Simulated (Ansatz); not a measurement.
Runs of Ansatz 0.2.0 on TiSi2. The structure is orthorhombic, space group Fddd (No. 70). Conventional cell: a = 4.779 Å, b = 8.235 Å, c = 8.526 Å, α = 90.00°, β = 90.00°, γ = 90.00°. Around Ti (site symmetry 222) lie 10 Si at 2.55 to 2.78 Å. Si (site symmetry 2) is surrounded by 5 Si at 2.52 to 2.79 Å and 5 Ti at 2.55 to 2.78 Å. The cell is a database's computed one.

| task | level | U | cell | hubbard projectors | double counting | points for each segment of the path | gap on the mesh (eV) | pressure (GPa) | relaxed volume (Å³/atom) |
| --- | --- | --- | --- | --- | --- | --- | --- | --- | --- |
| relaxation of cell and atoms | PBEsol+U | Ti d U = 8 eV | relaxed | ortho-atomic (the default) | fll (the default) | - | none | 0.0 | (b) |
| relaxation of cell and atoms | PBEsol+U | Ti d U = 5 eV | relaxed | ortho-atomic (the default) | fll (the default) | - | none | 0.0 | 14.24 |
| band structure | LDA | - | as given | - | - | 14 | none | -5.1 | - |
| relaxation of cell and atoms | PBEsol+U | Ti d U = 1 eV | relaxed | ortho-atomic (the default) | fll (the default) | - | none | 0.0 | (a) |
| relaxation of cell and atoms | PBEsol | - | relaxed | - | - | - | none | 0.0 | 13.78 |

Alike in all rows: potentials or basis Ansatz PAW; no spin polarisation; k mesh 7 × 7 × 7; cutoff (eV) 420; smearing fermi-dirac 0.05 eV.

Fill in the values left out.

(a) 13.85; (b) 15.28.

Caveats: the PAW data sets come from PBE, with cores solved anew for the run's functional, which leaves a small shift of forces and pressure; the plane-wave basis is chosen anew once the cell has moved, so the energies of steps on either side of that aren't comparable (some runs); U without spin polarisation on a metal has little footing (some runs); the U is typed as a test and isn't derived for this compound (some runs).

A gap of «none» marks a metal or a gap under the smearing width.

Runs at the PBE level aren't shown here.
